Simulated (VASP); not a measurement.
Runs of VASP 6.6.1 on AgCl. All rows change the cell; the cell of one of them follows. It takes space group P4/mmm (No. 123, tetragonal). Conventional cell: a = 3.434 Å, b = 3.434 Å, c = 3.503 Å, α = 90.00°, β = 90.00°, γ = 90.00°. Ag (site symmetry 4/mmm) has 8 Cl at 2.99 Å and 4 Ag at 3.43 Å as nearest neighbours. Cl (site symmetry 4/mmm) is surrounded by 8 Ag at 2.99 Å and 4 Cl at 3.43 Å. Measurements of this composition are mostly on another form, of space group No. 225.

```tsv
cell	gap on the mesh (eV)	pressure (GPa)
strain +0.0200 x Voigt [0, 1, 0, 0, 0, 0], atoms carried along	(b)	-8.2
strain +0.0350 x Voigt [0, 1, 0, 0, 0, 0], atoms carried along	0.26	-8.6
strain -0.0300 x Voigt [0, 1, 0, 0, 0, 0], atoms carried along	0.27	-6.4
strain +0.0400 x Voigt [0, 1, 0, 0, 0, 0], atoms carried along	0.26	(a)
```

Alike in all rows: task single point; level LDA; potentials or basis VASP PAW LDA potentials, release 64 (Ag, Cl); no spin polarisation; k mesh 10 × 10 × 10; cutoff (eV) 520; smearing gaussian 0.03 eV.

Task: Fill in the values left out.

Result: (a) -8.7; (b) 0.28.

A k mesh can miss the band edges, and the runs leave out spin-orbit coupling on Ag.
